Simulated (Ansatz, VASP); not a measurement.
**One calculation of CuO, two programs**

```
CELL_PARAMETERS angstrom
2.55255 0.00000 0.00000
0.00000 2.55255 0.00000
0.00000 0.00000 2.55255
ATOMIC_POSITIONS crystal
Cu 0.00000 0.00000 0.00000
O 0.50000 0.50000 0.50000
```

Alike in both runs: task single point; functional PBE; k mesh 7 × 7 × 7; occupations gaussian, width 0.05 eV; collinear spin; Hubbard terms Cu d U = 1.0 eV.

|  | VASP | Ansatz |
| --- | --- | --- |
| version | VASP 6.6.1 | Ansatz 0.2.0 |
| potentials or method | VASP PAW PBE potentials, release 64 (Cu, O) | scalar-relativistic, plane waves, PAW |
| plane-wave cutoff (eV) | 520 | 420 |
| valence electrons in the cell | 17 | 25 |

Ansatz gave:

```
gap on the k mesh at the Fermi level (eV)                     : none
pressure (GPa)                                                : 23.8
net moment per atom (μB)                                      : 0.50
size of the moment on the site where the two differ most (μB) : 0.55
```

**Question.** Estimate VASP's values.

**Answer.** gap on the k mesh at the Fermi level (eV): none; pressure (GPa): 19.6; net moment per atom (μB): 0.15; size of the moment on the site where the two differ most (μB): 0.16.

The net moments differ so much that the two runs ended in different magnetic states, which moves the other rows too. Site moments also hang on the region over which each program counts them. The programs project onto different local orbitals, so the same U acts differently. A gap of «none» marks a metal or a gap that the smearing closes. The two sets of potentials don't hold the same shells in valence. Ansatz warned: «filled_band_counts_differ_across_k_points».

The state reached can hang on the start; a lower one may exist.
